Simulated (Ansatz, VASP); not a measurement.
# InP: VASP beside Ansatz, part 2 of 2

Wanted: the spread between two codes on one cell, functional and k mesh. The structure shown is the end of the Ansatz relaxation below.

VASP 6.6.1 and Ansatz 0.2.0.

So far. Step 3 (VASP: single point, r2SCAN, pair 1): The run ends at a pressure of 2.71 GPa.

### Step 6. VASP: single point, r2SCAN, pair 2

Level of this step: r2SCAN; plane waves and PAW (P, In_d) (VASP).

The same cell, functional, mesh and smearing now go to VASP, with its own data sets.

INCAR

```
SYSTEM = InP
PREC = Accurate
ENCUT = 550
EDIFF = 1E-06
NELM = 120
ISMEAR = 0
SIGMA = 0.02
LREAL = .FALSE.
ALGO = Normal
METAGGA = R2SCAN
LASPH = .TRUE.
NBANDS = 15
LORBIT = 11
LWAVE = .FALSE.
LCHARG = .FALSE.
ISIF = 2
GGA_COMPAT = .FALSE.
EFERMI = MIDGAP
LMIXTAU = .TRUE.
KPAR = 2
```

POSCAR

```
InP
1.0
    0.0000000000      2.8650601731      3.0484245520
    2.8650601731      0.0000000000      3.0484245520
    2.8650601731      2.8650601731      0.0000000000
P In
1 1
Direct
    0.7500000000      0.7500000000      0.7500000000
    0.0000000000      0.0000000000      0.0000000000
```

KPOINTS

```
Automatic mesh
0
Gamma
12 12 12
0 0 0
```

PAW data sets: P and In_d (PBE family, release 64).

Run with:

```
$ mpirun -np 2 vasp_std
```

Numbers of over 12 decimals in the logs are rounded to 6 here.

The log of the run:

```text
[banner, memory and clock lines left out]
running    2 mpi-ranks, on    1 nodes
[...]
[... a notice as in an earlier step ...]

 LDA part: xc-table for (None), standard interpolation
 POSCAR, INCAR and KPOINTS ok, starting setup
[...]
entering main loop
       N       E                     dE             d eps       ncg     rms          rms(c)
DAV:   1     0.911744408957E+02    0.91174E+02   -0.88938E+03  4925   0.142E+03
DAV:   2    -0.277993019207E+02   -0.11897E+03   -0.11436E+03  5345   0.325E+02
DAV:   3    -0.356521539845E+02   -0.78529E+01   -0.78081E+01  6367   0.835E+01
DAV:   4    -0.358687533598E+02   -0.21660E+00   -0.21652E+00  6516   0.146E+01
[...]
DAV:  15    -0.322709240097E+02   -0.54121E-03   -0.27005E-04  4953   0.197E-01    0.231E-02
DAV:  16    -0.322709612364E+02   -0.37227E-04   -0.17447E-05  5940   0.412E-02    0.159E-02
DAV:  17    -0.322709613777E+02   -0.14137E-06   -0.68828E-07  5044   0.766E-03
   1 F= -.32270961E+02 E0= -.32270961E+02  d E =0.000000E+00
```

OUTCAR, selected parts (step 6):

```text
  Total        0.9235979      0.9235979     -0.0454117      0.0000000      0.0000000     -0.0000000
  in kB       29.5679071     29.5679071     -1.4538034      0.0000000      0.0000000     -0.0000000
  external PRESSURE =      19.2273369 kB  Pullay stress =       0.0000000 kB

 POSITION                                       TOTAL-FORCE (eV/Angst)
 -----------------------------------------------------------------------------------
      4.29759      4.29759      4.57264        -0.000000     -0.000000      0.000000
      0.00000      0.00000      0.00000         0.000000      0.000000     -0.000000
 -----------------------------------------------------------------------------------
    total drift:                                0.000000      0.000000     -0.000000

  FREE ENERGIE OF THE ION-ELECTRON SYSTEM (eV)
  ---------------------------------------------------
  free  energy   TOTEN  =       -32.2709613777 eV

  energy  without entropy=      -32.2709613777  energy(sigma->0) =      -32.27096138

[... 1 part as in an earlier step ...]

[... 2 further parts left out ...]
[key lines of the parts left out:]
E-fermi :   5.7214
```

The run ends at a pressure of 1.92 GPa.

### Step 7. Side by side

Both answers:

| quantity | Ansatz | VASP | difference |
| --- | --- | --- | --- |
| pressure (GPa) | 2.05 | 1.92 | +0.13 |
| gap on the k mesh (eV) | 1.061 | 1.070 | -0.008 |

A gap on the mesh is an upper bound, since the band edges may lie between its points.

### Step 8. Ansatz: relaxation, r2SCAN

This run makes the geometry at which the two programs are then compared. The cell compared in this pair holds 50.56 Å³, against 50.05 Å³ for the pair before.

The structure compared here is the end of the Ansatz relaxation.

input.yaml

```yaml
crystal:
  lattice:
    - [0.0, 2.8945968759, 2.9859208302]
    - [2.8945968759, 0.0, 2.9859208302]
    - [2.8945968759, 2.8945968759, 0.0]
  atoms:
    - { symbol: P, position: [0.75, 0.75, 0.75] }
    - { symbol: In, position: [0.0, 0.0, 0.0] }
  conventional_axes: [[-1, 1, 1], [1, -1, 1], [1, 1, -1]]
kpoints:
  mp_grid: { grid: [12, 12, 12] }
hamiltonian:
  xc: r2scan
  pseudopotentials: { kind: paw, azcp: { folder: soft_1 } }
scf:
  occupations: { method: gaussian, width: 0.02 }
output:
  forces: true
  stress: true
  eigenvalues: true
relax:
  adjacent_minimum: "off"
  f_tol: 0.001
  max_steps: 60
  cell: { stress_tol: 0.01, fix: [a, b, gamma] }
```

Run with:

```
$ ansatz run input.yaml --threads 4 --pin off --max-ram 10240MiB --backend cpu --events-out ev --progress --plain --runs-dir out
```

The log of the run:

```text
[...]
Crystal: 2 atoms, lattice volume = 50.036 Å³
Basis set: ecut = 500 eV, 1267 PW (Γ), exchange–correlation on 128×128×120 points (64 copies of the dense FFT grid, shifted against one another)
Bands: 13, of which v1, the nominal top of the filled ones, is band 9 counted from 1 (8 counted from 0)
Symmetry: 8 space group operations
[...]
k-point 162: bands = [... 5 lower, -2.8149, 0.7633, 4.5659, 4.5659, 8.9766, 9.5957, 16.3508, 17.0733]
--- Relaxed structure (3 steps of the walk, 3 accepted, 1 SCFs on fresh bases) ---
[...]
cell:  # Å, volume = 50.5637 Å³
    - [0, 2.8945968759, 3.017399]
    - [2.8945968759, 0, 3.017399]
    - [2.8945968759, 2.8945968759, 0]
  atoms:
    - { symbol: P, position: [0.75, 0.75, 0.750000] }
    - { symbol: In, position: [0, 0, 0] }
[key lines of the parts left out:]
SCF converged after 7 iterations
Free energy (F): -6371.789509 eV
Fermi energy:    7.392296 eV
P = ⅓ Tr σ = 1.3244 GPa (13.244 kbar)
```

### Step 9. VASP: single point, r2SCAN, pair 3

The same cell, functional, mesh and smearing now go to VASP, with its own data sets.

INCAR is that of step 6.

POSCAR

```
InP
1.0
    0.0000000000      2.8945968759      3.0173985720
    2.8945968759      0.0000000000      3.0173985720
    2.8945968759      2.8945968759      0.0000000000
P In
1 1
Direct
    0.7500000000      0.7500000000      0.7500000000
    0.0000000000      0.0000000000      0.0000000000
```

KPOINTS is that of step 6.

Run with:

```
$ mpirun -np 2 vasp_std
```

The log of the run:

```text
[... set-up lines as in an earlier step ...]
 entering main loop
       N       E                     dE             d eps       ncg     rms          rms(c)
DAV:   1     0.919287198435E+02    0.91929E+02   -0.89525E+03  4911   0.142E+03
DAV:   2    -0.275519182057E+02   -0.11948E+03   -0.11484E+03  5324   0.328E+02
DAV:   3    -0.356536738345E+02   -0.81018E+01   -0.80560E+01  6395   0.846E+01
DAV:   4    -0.358835856712E+02   -0.22991E+00   -0.22983E+00  6319   0.150E+01
[...]
DAV:  15    -0.322870421169E+02   -0.76283E-03   -0.32286E-04  4946   0.221E-01    0.218E-02
DAV:  16    -0.322870709091E+02   -0.28792E-04   -0.18003E-05  6284   0.426E-02    0.155E-02
DAV:  17    -0.322870707631E+02    0.14604E-06   -0.56563E-07  4804   0.653E-03
   1 F= -.32287071E+02 E0= -.32287071E+02  d E =0.000000E+00
```

From OUTCAR (step 9):

```text
  Total        0.5914043      0.5914043     -0.0417175      0.0000000      0.0000000      0.0000000
  in kB       18.7394230     18.7394230     -1.3218743      0.0000000      0.0000000      0.0000000
  external PRESSURE =      12.0523239 kB  Pullay stress =       0.0000000 kB

 POSITION                                       TOTAL-FORCE (eV/Angst)
 -----------------------------------------------------------------------------------
      4.34190      4.34190      4.52610         0.000000      0.000000     -0.000000
      0.00000      0.00000      0.00000        -0.000000     -0.000000      0.000000
 -----------------------------------------------------------------------------------
    total drift:                                0.000000      0.000000     -0.000000

  FREE ENERGIE OF THE ION-ELECTRON SYSTEM (eV)
  ---------------------------------------------------
  free  energy   TOTEN  =       -32.2870707631 eV

  energy  without entropy=      -32.2870707631  energy(sigma->0) =      -32.28707076

[... 1 part as in an earlier step ...]

[... 2 further parts left out ...]
[key lines of the parts left out:]
E-fermi :   5.5643
```

The run ends at a pressure of 1.21 GPa.

### Step 10. Comparison

Both answers:

| quantity | Ansatz | VASP | difference |
| --- | --- | --- | --- |
| pressure (GPa) | 1.32 | 1.21 | +0.12 |
| gap on the k mesh (eV) | 1.053 | 1.061 | -0.008 |

A gap on the mesh is an upper bound, since the band edges may lie between its points.

### Step 11. Results

```yaml
difference_in_gap_on_the_k_mesh_single_point_r2scan_pair_1: -0.0083 eV
difference_in_gap_on_the_k_mesh_single_point_r2scan_pair_2: -0.0084 eV
difference_in_gap_on_the_k_mesh_single_point_r2scan_pair_3: -0.0082 eV
```

**Reading.** The difference in gap on the k mesh is -0.0084 eV (single point, r2SCAN, pair 2), within the 0.08 eV picked in this series as the mark of a large difference. 2 further runs of this series are not shown here. How closely two codes agree says nothing of how well the functional describes the real material.

[Lines on the potential files, build, host, timing and source positions are cut from VASP's logs without a mark.]

[Logs are printed without paths, hosts, clocks, repeated set-up lines and the standing remarks that a program may print on its own settings, such as how far it seeks lower states.]

[Hosts, paths, dates, database ids (printed as entryN), source tags and the programs' standing remarks are cut or masked in the printed files.]
